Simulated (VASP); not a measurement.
Here is a VASP 6.6.1 calculation.

INCAR

```
PREC     = Accurate       # precision mode
ENCUT    = 520            # plane-wave cutoff, eV
EDIFF    = 1E-6           # SCF threshold, eV
ISMEAR   = 0              # smearing method
SIGMA    = 0.05           # smearing width, eV
LREAL    = F              # projectors in reciprocal space
LASPH    = T              # aspherical terms in the spheres
NELM     = 80             # most SCF steps
ALGO     = Normal         # electronic algorithm
ISIF     = 2              # what is computed and relaxed
LWAVE    = F              # write WAVECAR
LCHARG   = F              # write CHGCAR
GGA      = PS             # functional
```

The input KPOINTS:

```
regular mesh
0
Gamma
  7 7 7
```

POSCAR

```
TaN
1.0
    0.0000000000      2.1790013100      2.1790013100
    2.1790013100      0.0000000000      2.1790013100
    2.1790013100      2.1790013100      0.0000000000
Ta N
1 1
Direct
    0.5000000000      0.5000000000      0.5000000000
    0.0000000000      0.0000000000      0.0000000000
```

Potentials or basis: VASP PAW PBE potentials, release 64 (Ta_pv, N).

Launch:

```console
$ cat potpaw_PBE.64/Ta_pv/POTCAR potpaw_PBE.64/N/POTCAR > POTCAR
$ mpirun -np 1 vasp_std > vasp.out
```

Problem. What does it give for the band gap on the k mesh?

Solution. None (metal or under the smearing width).

Problem. Predict the pressure.

Solution. 5.3 GPa.

Caveat: the PAW data sets were made with another functional, which shifts forces and pressure a little. Spin-orbit coupling is left out, which matters for the levels of Ta.
